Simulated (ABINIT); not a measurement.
# InP (F-43m) in ABINIT: further runs, part 2 of 2

ABINIT 10.8.3 (patched build). The steps go on from the part before.

## Step 3: Band structure, PBE, spin-orbit coupling, no magnetisation

The input, run.abi:

```
# Datasets: ground state, then fixed potential
ndtset 2

# Pseudopotentials
pp_dirpath "./"
pseudos "In.GGA_PBE-JTH.xml, P.GGA_PBE-JTH.xml"

# Structure
acell 3*1.0
rprim
     0.0000000000     5.5378424082     5.5378424082
     5.5378424082     0.0000000000     5.5378424082
     5.5378424082     5.5378424082     0.0000000000
ntypat 2
znucl 49 15
natom 2
typat 1 2
xred
     0.0000000000     0.0000000000     0.0000000000
     0.7500000000     0.7500000000     0.7500000000

# Plane-wave basis
ecut 22.0
pawecutdg 44.0
pawxcdev 0

# Exchange and correlation
ixc 11

# Bands and occupations
occopt 3
tsmear 0.05 eV

# Spin
nspinor 2
nspden 1
pawspnorb 1

# SCF cycle
nstep 100

# Output
iomode 3
prtwf 0
prteig 0
prtebands 0
prtden1 1

# Dataset 1
kptopt1 4
ngkpt1 8 8 8
nshiftk1 1
shiftk1 0.0 0.0 0.0
nband1 26
tolvrs1 1.0e-9

# Dataset 2: bands along G-X-W-K-G-L-U-W-L-K
iscf2 -2
getden2 1
nband2 38
nbdbuf2 8
tolwfr2 1.0e-11
kptopt2 -9
ndivsm2 6
prteig2 1
prtvol2 -3
kptbounds2
     0.0000000000     0.0000000000     0.0000000000
     0.5000000000     0.0000000000     0.5000000000
     0.5000000000     0.2500000000     0.7500000000
     0.3750000000     0.3750000000     0.7500000000
     0.0000000000     0.0000000000     0.0000000000
     0.5000000000     0.5000000000     0.5000000000
     0.6250000000     0.2500000000     0.6250000000
     0.5000000000     0.2500000000     0.7500000000
     0.5000000000     0.5000000000     0.5000000000
     0.3750000000     0.3750000000     0.7500000000
```

Potentials or basis: JTH PAW PBE v2.0.

Started as:

```console
abinit run.abi > log 2>&1
```

run.abo:

```text
.Version 10.8.3 of ABINIT
 DATASET    1 : space group F2 3 (#196); Bravais cF (face-center cubic)
================================================================================
 Values of the parameters that define the memory need for DATASET  1.
     intxc =       0    ionmov =       0      iscf =      17    lmnmax =      18
     lnmax =       6     mgfft =      36  mpssoang =       3    mqgrid =    3001
     natom =       2  nloc_mem =       2    nspden =       1   nspinor =       2
    nsppol =       1      nsym =      12    n1xccc =       1    ntypat =       2
    occopt =       3   xclevel =       2
       mpw =        1700          nfft =       46656          nkpt =          52
 PAW method is used; the additional fine FFT grid is defined by:
   mgfftf=        48    nfftf =    110592
================================================================================
================================================================================

 DATASET    2 : space group F2 3 (#196); Bravais cF (face-center cubic)
================================================================================
 Values of the parameters that define the memory need for DATASET  2.
     intxc =       0    ionmov =       0      iscf =      -2    lmnmax =      18
     lnmax =       6     mgfft =      36  mpssoang =       3    mqgrid =    3001
     natom =       2  nloc_mem =       2    nspden =       1   nspinor =       2
    nsppol =       1      nsym =      12    n1xccc =       1    ntypat =       2
    occopt =       3   xclevel =       2
       mpw =        1696          nfft =       46656          nkpt =         103
 PAW method is used; the additional fine FFT grid is defined by:
   mgfftf=        48    nfftf =    110592
================================================================================
================================================================================

--------------------------------------------------------------------------------
------------- Echo of variables that govern the present computation ------------
--------------------------------------------------------------------------------
 -outvars: echo values of preprocessed input variables --------
            acell      1.0000000000E+00  1.0000000000E+00  1.0000000000E+00 Bohr
              amu      1.14820000E+02  3.09737620E+01
             ecut      2.20000000E+01 Hartree
           getden1          0
           getden2          1
             iscf1         17
             iscf2         -2
              ixc          11
           jdtset        1    2
           kptopt1          4
           kptopt2         -9
         kptrlatt        8    0    0      0    8    0      0    0    8
          kptrlen1     6.26535347E+01
          kptrlen2     3.00000000E+01
            natom           2
[... 1618 lines left out ...]
  7.1994E-01  7.2183E-01
 Non-SCF case, kpt  103 (  0.37500  0.37500  0.75000), residuals and eigenvalues=
  3.42E-12  3.40E-12  5.36E-12  2.53E-12  3.33E-12  5.27E-12  1.44E-12  5.38E-12
  2.32E-12  2.19E-12  2.04E-12  1.50E-12  5.70E-12  3.68E-12  3.80E-12  2.49E-12
  6.07E-12  1.05E-12  1.63E-12  9.02E-12  4.56E-12  5.21E-12  6.58E-12  3.65E-12
  5.92E-12  7.23E-12  8.19E-12  3.09E-12  6.10E-12  3.03E-12  3.39E-08  1.24E-07
  7.23E-07  1.97E-06  2.19E-06  1.66E-06  5.06E-06  3.17E-05
 -3.6883E-01 -3.6678E-01 -3.6458E-01 -3.6387E-01 -3.4050E-01 -3.3621E-01
 -3.3360E-01 -3.3341E-01 -3.3263E-01 -3.3184E-01 -1.6444E-01 -1.6430E-01
 -3.4398E-02 -3.4001E-02  4.8643E-02  5.1848E-02  1.0030E-01  1.0065E-01
  2.5871E-01  2.5898E-01  3.3282E-01  3.3355E-01  4.4481E-01  4.4647E-01
  4.5018E-01  4.5032E-01  4.7196E-01  4.7944E-01  5.3418E-01  5.3524E-01
  6.4219E-01  6.4637E-01  6.8047E-01  6.8052E-01  6.9882E-01  6.9956E-01
  7.1863E-01  7.2216E-01

--- !ResultsGS
iteration_state: {dtset: 2, }
comment   : Summary of ground state results
lattice_vectors:
- [  0.0000000,   5.5378424,   5.5378424, ]
- [  5.5378424,   0.0000000,   5.5378424, ]
- [  5.5378424,   5.5378424,   0.0000000, ]
lattice_lengths: [   7.83169,    7.83169,    7.83169, ]
lattice_angles: [ 60.000,  60.000,  60.000, ] # degrees, (23, 13, 12)
lattice_volume:   3.3966576E+02
convergence: {deltae:  0.000E+00, res2:  0.000E+00, residm:  9.986E-12, diffor:  0.000E+00, }
etotal    :  -6.47233505E+01
entropy   :   0.00000000E+00
fermie    :   1.86315075E-01
cartesian_stress_tensor: null
pressure_GPa: null
xred      :
- [  0.0000E+00,   0.0000E+00,   0.0000E+00, In]
- [  7.5000E-01,   7.5000E-01,   7.5000E-01,  P]
cartesian_forces: null
force_length_stats: {min: null, max: null, mean: null, }
...

 Integrated electronic density in atomic spheres:
 ------------------------------------------------
 Atom  Sphere_radius  Integrated_density
    1        2.50645         11.24817005
    2        1.60765          1.58514705

================================================================================

 ----iterations are completed or convergence reached----

 Mean square residual over all n,k,spin=   45.049E-13; max=  99.856E-13
 reduced coordinates (array xred) for    2 atoms
       0.000000000000      0.000000000000      0.000000000000
       0.750000000000      0.750000000000      0.750000000000

 cartesian coordinates (angstrom) at end:
    1      0.00000000000000     0.00000000000000     0.00000000000000
    2      4.39574999700532     4.39574999700532     4.39574999700532
 length scales=  1.000000000000  1.000000000000  1.000000000000 bohr
              =  0.529177210544  0.529177210544  0.529177210544 angstroms
 Eigenvalues (hartree) for nkpt= 103  k points:
 kpt#   1, nband= 38, wtk=  1.00000, kpt=  0.0000  0.0000  0.0000 (reduced coord)
  -0.36589   -0.36589   -0.36589   -0.36589   -0.33724   -0.33724   -0.33348   -0.33348
  -0.33348   -0.33348   -0.25155   -0.25155    0.16972    0.16972    0.17317    0.17317
   0.17317    0.17317    0.19780    0.19780    0.31070    0.31070    0.32740    0.32740
   0.32740    0.32740    0.48738    0.48738    0.51830    0.51830    0.51830    0.51830
   0.58246    0.58246    0.58472    0.58472    0.58472    0.58472
 kpt#   2, nband= 38, wtk=  1.00000, kpt=  0.0294  0.0000  0.0294 (reduced coord)
  -0.36592   -0.36592   -0.36586   -0.36586   -0.33724   -0.33724   -0.33352   -0.33352
  -0.33345   -0.33345   -0.25105   -0.25105    0.16384    0.16384    0.16995    0.16995
   0.17189    0.17189    0.20557    0.20557    0.31127    0.31127    0.32693    0.32693
   0.32905    0.32905    0.49013    0.49013    0.51216    0.51216    0.51860    0.51860
   0.58399    0.58399    0.58577    0.58577    0.58825    0.58825
 kpt#   3, nband= 38, wtk=  1.00000, kpt=  0.0588  0.0000  0.0588 (reduced coord)
  -0.36598   -0.36598   -0.36581   -0.36581   -0.33727   -0.33727   -0.33356   -0.33356
  -0.33343   -0.33343   -0.24958   -0.24958    0.14997    0.14997    0.16605    0.16605
   0.16827    0.16827    0.21948    0.21948    0.31096    0.31096    0.32766    0.32766
   0.33383    0.33383    0.49587    0.49587    0.50002    0.50002    0.51947    0.51947
[... 587 lines left out ...]
   0.42812    0.42855    0.47772    0.48421    0.52753    0.52860    0.63657    0.63754
   0.66641    0.66965    0.69307    0.69319    0.72515    0.72682
 kpt# 102, nband= 38, wtk=  1.00000, kpt=  0.3875  0.3875  0.7250 (reduced coord)
  -0.36879   -0.36671   -0.36463   -0.36387   -0.34055   -0.33608   -0.33365   -0.33364
  -0.33254   -0.33188   -0.16603   -0.16585   -0.03301   -0.03261    0.04773    0.05092
   0.10336    0.10372    0.26167    0.26203    0.34307    0.34331    0.43423    0.43668
   0.44041    0.44065    0.47103    0.47794    0.52892    0.53000    0.64470    0.64802
   0.68477    0.68563    0.68997    0.69003    0.71994    0.72183
 kpt# 103, nband= 38, wtk=  1.00000, kpt=  0.3750  0.3750  0.7500 (reduced coord)
  -0.36883   -0.36678   -0.36458   -0.36387   -0.34050   -0.33621   -0.33360   -0.33341
  -0.33263   -0.33184   -0.16444   -0.16430   -0.03440   -0.03400    0.04864    0.05185
   0.10030    0.10065    0.25871    0.25898    0.33282    0.33355    0.44481    0.44647
   0.45018    0.45032    0.47196    0.47944    0.53418    0.53524    0.64219    0.64637
   0.68047    0.68052    0.69882    0.69956    0.71863    0.72216

== END DATASET(S) ==============================================================
================================================================================

 -outvars: echo values of variables after computation  --------
            acell      1.0000000000E+00  1.0000000000E+00  1.0000000000E+00 Bohr
           etotal1    -6.4723350534E+01
            fcart1    -1.5194575255E-30  1.5194575255E-30 -1.5194575255E-30
                       1.5194575255E-30 -1.5194575255E-30  1.5194575255E-30
            rprim      0.0000000000E+00  5.5378424082E+00  5.5378424082E+00
                       5.5378424082E+00  0.0000000000E+00  5.5378424082E+00
                       5.5378424082E+00  5.5378424082E+00  0.0000000000E+00
           strten1    -1.1078813771E-04 -1.1078813771E-04 -1.1078813771E-04
                       0.0000000000E+00  0.0000000000E+00  0.0000000000E+00
           xangst      0.0000000000E+00  0.0000000000E+00  0.0000000000E+00
                       4.3957499970E+00  4.3957499970E+00  4.3957499970E+00
             xred      0.0000000000E+00  0.0000000000E+00  0.0000000000E+00
                       7.5000000000E-01  7.5000000000E-01  7.5000000000E-01
 Calculation completed.
```

Wall time 3.2 min (1 thread of AMD EPYC 9R45 (Zen 5), shared host); peak memory 0.31 GiB.

Results:

* Free energy: -1761.2121 eV
* Pressure: 3.3 GPa
* Band gap on the k mesh: 0.67 eV, direct
* Band gap along the path: 0.67 eV, direct
* Valence electrons inside the program's atomic spheres: In 11.25; P 1.59

Levels at the corners of the path, in eV from the valence-band top:
| point | band 16 | band 17 | band 18 | band 19 | band 20 | band 21 |
| --- | --- | --- | --- | --- | --- | --- |
| Γ | 0.00 | 0.00 | 0.00 | 0.67 | 0.67 | 3.74 |
| X | -2.41 | -2.32 | -2.32 | 1.74 | 1.74 | 2.24 |
| W | -2.99 | -2.94 | -2.89 | 4.26 | 4.26 | 4.33 |
| K | -3.30 | -1.98 | -1.97 | 2.33 | 2.34 | 4.34 |
| Γ | 0.00 | 0.00 | 0.00 | 0.67 | 0.67 | 3.74 |
| L | -1.06 | -0.96 | -0.96 | 1.46 | 1.46 | 4.69 |
| U | -3.30 | -1.98 | -1.97 | 2.33 | 2.34 | 4.34 |
| W | -2.99 | -2.94 | -2.89 | 4.26 | 4.26 | 4.33 |
| L | -1.06 | -0.96 | -0.96 | 1.46 | 1.46 | 4.69 |
| K | -3.30 | -1.98 | -1.97 | 2.33 | 2.34 | 4.34 |

## Step 4: Comparison with measurements

Step 2. Against the measured gap of InP, 1.4236 eV (direct; 1.6 K; a printed reference work, data compilation), the calculated 0.70 eV is off by -0.73 eV. Spin-orbit coupling on In is left out. The value is that of PBE, without temperature or zero-point motion. Semilocal functionals fall short of measured gaps as a rule.

Step 3. Against the measured gap of InP, 1.4236 eV (direct; 1.6 K; a printed reference work, data compilation), the calculated 0.67 eV is off by -0.75 eV. The value is that of PBE, without temperature or zero-point motion. Semilocal functionals fall short of measured gaps as a rule.
